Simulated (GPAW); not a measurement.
# CdTe (F-43m) in GPAW: notebook, part 2 of 2

GPAW 26.7.0. The steps go on from the part before.

### 5 Relaxation of cell and atoms, LDA

Contents of run.py:

```python
from ase.filters import FrechetCellFilter
from ase.io import read, write
from ase.optimize import BFGS
from gpaw import GPAW, PW

atoms = read('POSCAR')

calc = GPAW(mode=PW(600),
            xc='LDA',
            kpts={'size': (7, 7, 7), 'gamma': True},
            occupations={'name': 'fermi-dirac', 'width': 0.05},
            nbands=18,
            convergence={'density': 1e-05, 'forces': 0.0001},
            maxiter=150,
            txt='gpaw.txt')
atoms.calc = calc
opt = BFGS(FrechetCellFilter(atoms), trajectory='relax.traj', logfile='-')
done = opt.run(fmax=0.01, steps=100)
calc.write('gs.gpw')
write('result.traj', atoms)
print('Converged:', done)
print('Cell:', atoms.cell.cellpar().round(4))
print('Volume:', round(atoms.get_volume(), 4))
print(atoms.get_scaled_positions().round(5))
```

Contents of POSCAR:

```
CdTe
1.0
    0.0000000000      3.2050000000      3.2050000000
    3.2050000000      0.0000000000      3.2050000000
    3.2050000000      3.2050000000      0.0000000000
Te Cd
1 1
Direct
    0.7500000000      0.7500000000      0.7500000000
    0.0000000000      0.0000000000      0.0000000000
```

Potentials or basis: the program's PAW data sets (release 1.2.1) made for this functional, pw.

Run with:

```sh
> OMP_NUM_THREADS=1 python run.py
```

It took 45 s on 1 thread of Arm Neoverse V1, shared host; peak memory 0.19 GiB.

The run converged. Its results:

* Free energy: -6.3439 eV
* Relaxed volume: 32.59 Å³/atom
* Relaxed cell: a = 4.517 Å, b = 4.517 Å, c = 4.517 Å, α = 60.00°, β = 60.00°, γ = 60.00°
* Space group after relaxing (to 0.05 Å): F-43m (No. 216)
* Energy gained by relaxing: 0.4 meV/atom
* Ionic steps: 3
* Pressure after relaxing: 0.0 GPa
* Band gap on the k mesh: 0.64 eV, direct

Step by step:
```
step  energy change (eV)  largest force (eV/Å)  pressure (GPa)  volume (Å³)
   1              0.0000                0.0000           -0.45        65.84
   2             -0.0003                0.0000           -0.36        65.71
   3             -0.0009                0.0000            0.01        65.19
```

Final structure:
```
Te Cd
1.0
     0.00000    3.19433    3.19433
     3.19433    0.00000    3.19433
     3.19433    3.19433    0.00000
Te Cd
1 1
Cartesian
  4.7915 4.7915 4.7915
  0.0000 0.0000 0.0000
```

Levels at points of the mesh, in eV from the valence-band top:
| k point | band 7 | band 8 | band 9 | band 10 | band 11 | band 12 |
| --- | --- | --- | --- | --- | --- | --- |
| (0.00, 0.00, 0.00) | 0.00 | 0.00 | 0.00 | 0.64 | 4.49 | 4.49 |

Caveat: later steps reuse the first step's grids; spin-orbit coupling is left out, which moves the levels of the heavy elements.

### 6 Relaxation of cell and atoms, PBEsol

Contents of run.py:

```python
from ase import Atoms
from ase.filters import FrechetCellFilter
from ase.io import write
from ase.optimize import BFGS
from gpaw import GPAW, PW, setup_paths

setup_paths.insert(0, '.')

atoms = Atoms(['Te', 'Cd'],
              cell=[[0.0, 3.205, 3.205],
                    [3.205, 0.0, 3.205],
                    [3.205, 3.205, 0.0]],
              scaled_positions=[[0.75, 0.75, 0.75],
                                [0.0, 0.0, 0.0]],
              pbc=True)

calc = GPAW(mode=PW(600),
            xc='PBEsol',
            kpts={'size': (7, 7, 7), 'gamma': True},
            occupations={'name': 'fermi-dirac', 'width': 0.05},
            nbands=18,
            convergence={'density': 1e-05, 'forces': 0.0001},
            maxiter=150,
            txt='gpaw.txt')
atoms.calc = calc
opt = BFGS(FrechetCellFilter(atoms), trajectory='relax.traj', logfile='-')
done = opt.run(fmax=0.01, steps=60)
calc.write('gs.gpw')
write('result.traj', atoms)
print('Converged:', done)
print('Cell:', atoms.cell.cellpar().round(4))
print('Volume:', round(atoms.get_volume(), 4))
print(atoms.get_scaled_positions().round(5))
```

Potentials or basis: PAW data sets generated in the run's folder for this functional, pw.

Run with:

```sh
> gpaw-setup -f PBEsol Cd Te
> OMP_NUM_THREADS=1 python run.py
```

Run time: 54 s. Hardware: 1 thread of Arm Neoverse V1, shared host; peak memory 0.2 GiB.

Results (log left out):

| Property | Result |
| --- | --- |
| Free energy | -5.7636 eV |
| Relaxed volume | 33.83 Å³/atom |
| Relaxed cell | a = 4.574 Å, b = 4.574 Å, c = 4.574 Å, α = 60.00°, β = 60.00°, γ = 60.00° |
| Space group after relaxing (to 0.05 Å) | F-43m (No. 216) |
| Energy gained by relaxing | 3.6 meV/atom |
| Ionic steps | 3 |
| Pressure after relaxing | 0.0 GPa |
| Band gap on the k mesh | 0.68 eV, direct |

Step by step:
```
step  energy change (eV)  largest force (eV/Å)  pressure (GPa)  volume (Å³)
   1              0.0000                0.0000            1.26        65.84
   2             -0.0026                0.0000            1.00        66.21
   3             -0.0073                0.0000            0.04        67.66
```

Final structure:
```cif
data_structure
_symmetry_space_group_name_H-M 'P 1'
_symmetry_Int_Tables_number 1
_cell_length_a 4.5737
_cell_length_b 4.5737
_cell_length_c 4.5737
_cell_angle_alpha 60.000
_cell_angle_beta 60.000
_cell_angle_gamma 60.000
_cell_volume 67.66
loop_
_atom_site_label
_atom_site_type_symbol
_atom_site_fract_x
_atom_site_fract_y
_atom_site_fract_z
_atom_site_occupancy
Te1 Te 0.75000 0.75000 0.75000 1
Cd1 Cd 0.00000 0.00000 0.00000 1
```

Levels at points of the mesh, in eV from the valence-band top:
| k point | band 5 | band 6 | band 7 | band 8 | band 9 | band 10 | band 11 | band 12 | band 13 | band 14 |
| --- | --- | --- | --- | --- | --- | --- | --- | --- | --- | --- |
| (0.00, 0.00, 0.00) | -7.96 | -7.96 | 0.00 | 0.00 | 0.00 | 0.68 | 4.54 | 4.54 | 4.54 | 7.31 |

Caveat: later steps reuse the first step's grids; spin-orbit coupling is left out, which moves the levels of the heavy elements. Zero-point motion and thermal expansion aren't in these numbers.

### 7 Summary

| task | level | potentials or basis | cell | k mesh | cutoff (eV) | smearing | maxiter | optimizer | fmax | max steps | convergence | gap on the mesh (eV) | pressure (GPa) | relaxed volume (Å³/atom) |
| --- | --- | --- | --- | --- | --- | --- | --- | --- | --- | --- | --- | --- | --- | --- |
| single point | PBE | GPAW PAW data sets (gpaw-data 1.2.1), pw | as given | 6 × 6 × 6 | 450 | fermi-dirac 0.05 eV | 80 | - | - | - | - | 0.87 | 3.2 | - |
| single point | PBE | GPAW PAW data sets (gpaw-data 1.2.1), pw | as given | 7 × 7 × 7 | 600 | gaussian 0.011 eV | 150 | - | - | - | - | 0.87 | 3.8 | - |
| relaxation of cell and atoms | PBE | GPAW PAW data sets (gpaw-data 1.2.1), pw | relaxed | 7 × 7 × 7 | 600 | fermi-dirac 0.05 eV | 150 | FIRE | 0.02 eV/Å | 40 | density=1e-05 forces=0.0001 | 0.61 | -0.1 | 35.98 |
| relaxation of cell and atoms | LDA | the program's PAW data sets (release 1.2.1) made for this functional, pw | relaxed | 7 × 7 × 7 | 600 | fermi-dirac 0.05 eV | 150 | BFGS | 0.01 eV/Å | 100 | density=1e-05 forces=0.0001 | 0.64 | 0.0 | 32.59 |
| relaxation of cell and atoms | PBEsol | PAW data sets generated in the run's folder for this functional, pw | relaxed | 7 × 7 × 7 | 600 | fermi-dirac 0.05 eV | 150 | BFGS | 0.01 eV/Å | 60 | density=1e-05 forces=0.0001 | 0.68 | 0.0 | 33.83 |

Alike in all rows: no spin polarisation.

Caveats: spin-orbit coupling is left out, which moves the levels of the heavy elements; later steps reuse the first step's grids (some runs); the cutoff is short for stress and forces, so pressures can be off by a GPa or more (some runs).

Total energies depend on the potentials used, so only differences within one code and one set of settings carry meaning.

### 8 How close it comes

Step 2. Measured gap of CdTe: 1.607 eV (0 K; a printed reference work, data compilation). This calculation gives 0.87 eV (-0.74 eV). Spin-orbit coupling on Cd, Te is left out. The value is that of PBE, without temperature or zero-point motion. Semilocal functionals fall short of measured gaps as a rule.

Step 3. Against the measured gap of CdTe, 1.607 eV (0 K; a printed reference work, data compilation), the calculated 0.87 eV is off by -0.74 eV. Spin-orbit coupling on Cd, Te is left out. The value is that of PBE, without temperature or zero-point motion. Semilocal functionals fall short of measured gaps as a rule.
